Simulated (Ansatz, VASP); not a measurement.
**Ag: 3 runs at one level of theory**

The starting cell:

```
CELL_PARAMETERS angstrom
0.00000 2.04275 2.04275
2.04275 0.00000 2.04275
2.04275 2.04275 0.00000
ATOMIC_POSITIONS crystal
Ag 0.00000 0.00000 0.00000
```

Alike in all runs: task relaxation of cell and atoms; functional RPBE; k mesh 11 × 11 × 11; occupations fermi-dirac, width 0.05 eV; no spin polarisation; no spin-orbit coupling.

| program and potentials | plane-wave cutoff (eV) | notes | equilibrium volume (Å³/atom) |
| --- | --- | --- | --- |
| Ansatz, Ansatz PAW | 420 | potentials made for PBE, which Ansatz adapts in part; 19 valence electrons an atom on average | 18.67 |
| Ansatz, all-electron LAPW, scalar-relativistic | - | - | 18.66 |
| VASP, PBE PAW files Ag, 600 eV | 600 | potentials made for PBE; 11 valence electrons an atom on average | 18.62 |

The equilibrium volume spans 18.62 (VASP, PBE PAW files Ag, 600 eV) to 18.67 Å³/atom (Ansatz, Ansatz PAW), with all-electron results at 18.66. Some sets were made for another functional than the one run, which can shift their rows. Relaxations stop with a little pressure left, so the last digit of a volume isn't settled.

The functional is the same throughout but for its coding, so the spread measures potentials, basis and numerics; runs on potential files found faulty are left out.
